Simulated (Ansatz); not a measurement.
# ZnS: a single-point run

Wanted: a converged single-point run for ZnS, and a check of what comes out. The structure is shown as the input types it.

Program: Ansatz 0.2.0. Level of theory: density functional or hybrid calculation with the settings of its input, plane waves. These are calculated values, not measurements.

3 further runs of the same task are left out: 3 that didn't finish.

**1. The structure to begin with**

The structure is hexagonal, space group P6_3mc (No. 186). Conventional cell: a = 3.805 Å, b = 3.805 Å, c = 6.244 Å, α = 90.00°, β = 90.00°, γ = 120.00°. Zn (site symmetry 3m) is surrounded by 4 S at 2.33 to 2.34 Å. S (site symmetry 3m) is surrounded by 4 Zn at 2.33 to 2.34 Å.

Structure file:

```cif
data_structure
_symmetry_space_group_name_H-M 'P6_3mc'
_symmetry_Int_Tables_number 186
_cell_length_a 3.8054
_cell_length_b 3.8054
_cell_length_c 6.2440
_cell_angle_alpha 90.000
_cell_angle_beta 90.000
_cell_angle_gamma 120.000
_cell_volume 78.31
loop_
_atom_site_label
_atom_site_type_symbol
_atom_site_symmetry_multiplicity
_atom_site_Wyckoff_symbol
_atom_site_fract_x
_atom_site_fract_y
_atom_site_fract_z
_atom_site_occupancy
Zn1 Zn 2 b 0.33333 0.66667 0.00534 1
S1 S 2 b 0.33333 0.66667 0.37966 1
```

**2. Input and run**

File input.yaml:

```yaml
crystal:
  lattice:
    - [3.8054280153, 0.0, 0.0]
    - [-1.9027140076, 3.2955973335, 0.0]
    - [0.0, 0.0, 6.2440175084]
  atoms:
    - { symbol: Zn, position: [0.3333333333, 0.6666666667, 0.0053397643] }
    - { symbol: Zn, position: [0.6666666667, 0.3333333333, 0.5053397643] }
    - { symbol: S, position: [0.3333333333, 0.6666666667, 0.3796602357] }
    - { symbol: S, position: [0.6666666667, 0.3333333333, 0.8796602357] }
kpoints:
  mp_grid: { grid: [6, 6, 4] }
hamiltonian:
  xc: pbesol
scf:
  occupations: { method: gaussian, width: 1.5 }
  n_extra_bands: 5
output:
  forces: true
  stress: true
  eigenvalues: true
```

Command:

```sh
$ ansatz run input.yaml --threads 4 --pin off --max-ram 3686MiB --backend cpu --events-out ev --progress --plain --runs-dir out
```

**Question.** How will this run end, and is anything wrong with its input?

The run converged and reported no error. Convergence says nothing about whether the input makes sense.

The suspect setting: scf.occupations.width is 1.5. The width is far wider than usual, so occupations near the Fermi level are blurred and the entropy term grows.

Run again and compare: set scf.occupations.width to 0.5.
